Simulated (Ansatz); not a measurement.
Method: DFT PBE, scalar-relativistic, plane waves, PAW (Ansatz). All cells share a 420 eV cutoff and Γ-centred k meshes spaced at most about 0.3 Å⁻¹ (about 0.25 or finer for metals, 2π included). No spin polarisation.

Each guess is relaxed in cell and atoms at zero pressure, on a coarse mesh first where it starts far from rest and then on a converged one. The steps can't lower the symmetry of the start, but it can rise. Energies are static (0 K, no zero-point motion).

Two unrelaxed guesses for ScAl5:

A.

```
CELL_PARAMETERS angstrom
2.00385 -6.01156 0.00000
2.00385 6.01156 0.00000
0.00000 0.00000 4.00770
ATOMIC_POSITIONS crystal
Sc 0.50000 0.50000 0.50000
Al 0.00000 0.00000 0.00000
Al 0.33333 0.66667 0.00000
Al 0.66667 0.33333 0.00000
Al 0.83333 0.16667 0.50000
Al 0.16667 0.83333 0.50000
```

B.

```
CELL_PARAMETERS angstrom
2.86501 0.00000 0.00000
-1.43250 2.48117 0.00000
0.00000 0.00000 13.58302
ATOMIC_POSITIONS crystal
Sc 0.33333 0.66667 0.50000
Al 0.33333 0.66667 0.83333
Al 0.33333 0.66667 0.16667
Al 0.66667 0.33333 0.00000
Al 0.66667 0.33333 0.33333
Al 0.66667 0.33333 0.66667
```

Question: Do they relax into the same structure? If not, which is lower?

Answer: No. A ends lower, by 205 meV/atom. A: Cmmm at 16.1 Å³/atom → Cmmm at 17.2 Å³/atom; B: P-6m2 at 16.1 Å³/atom → P-6m2 at 18.0 Å³/atom. Counting all near atoms (those within 1.25 times the shortest distance at each site), the end of A and the end of B both have Sc 12, Al 12. End of A. Conventional cell: a = 4.083 Å, b = 12.332 Å, c = 4.095 Å. Sc has 12 Al at 2.89–2.93 Å; Al on a site of symmetry mmm has 4 Sc at 2.89 Å and 8 Al at 2.92–2.93 Å; around Al on a site of symmetry m2m lie 10 Al at 2.84–2.93 Å and 2 Sc at 2.93 Å; 1 more site not described. End of B. Conventional cell: a = 3.024 Å, c = 13.656 Å. Sc has 6 Al at 2.96 Å and 6 Sc at 3.02 Å; Al on a site of symmetry 3m has 6 Al at 2.80–2.84 Å and 6 Al at 3.02 Å; around Al on a second site of symmetry 3m lie 3 Al at 2.80 Å, 3 Sc at 2.96 Å and 6 Al at 3.02 Å; 1 more site not described.

Cells without such a test can be saddle points. Shaken at random and relaxed again, the end of A came back.
